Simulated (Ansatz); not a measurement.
Mg3Sb2:

```xyz
5
Lattice="4.5820 0.0000 0.0000 -2.2910 3.9681 0.0000 0.0000 0.0000 7.2440" Properties=species:S:1:pos:R:3 pbc="T T T"
Sb    2.2910    1.3227    5.5417
Sb    0.0000    2.6454    1.7023
Mg    0.0000    0.0000    0.0000
Mg    2.2910    1.3227    2.6803
Mg    0.0000    2.6454    4.5637
```

Base run:

```yaml
Program: Ansatz 0.2.0
Functional: PBEsol
Potentials_or_basis: Ansatz PAW
Cutoff: "420 eV (not typed: the program's choice for these potentials)"
k_mesh: 7 × 7 × 4
Occupations: fermi-dirac, width 0.05 eV
Spin: no spin polarisation
```

Its results: band gap on the k mesh 0.36 eV, indirect (least direct gap 1.11 eV); pressure -0.5 GPa; largest force 0.451 eV/Å.

Task: After a change of settings the same cell gave: band gap on the k mesh 0.36 eV, indirect (least direct gap 1.17 eV); pressure 0.9 GPa; largest force 0.478 eV/Å. Which change was it?
A. functional from PBEsol to r2SCAN; cutoff from 420 eV (not typed: the program's choice for these potentials) to 500 eV (not typed: the program's choice for these potentials)
B. functional from PBEsol to PBE
C. functional from PBEsol to LDA

Result: B.

PBE binds less tightly than PBEsol, so the same cell stands under more pressure.

Caveats: the k mesh misses the band edges, so the gap on the mesh is wider than the one along the path; spin-orbit coupling is left out, which moves the levels of the heavy elements; the PAW data sets come from PBE, with cores solved anew for the run's functional, which leaves a small shift of forces and pressure (some runs).
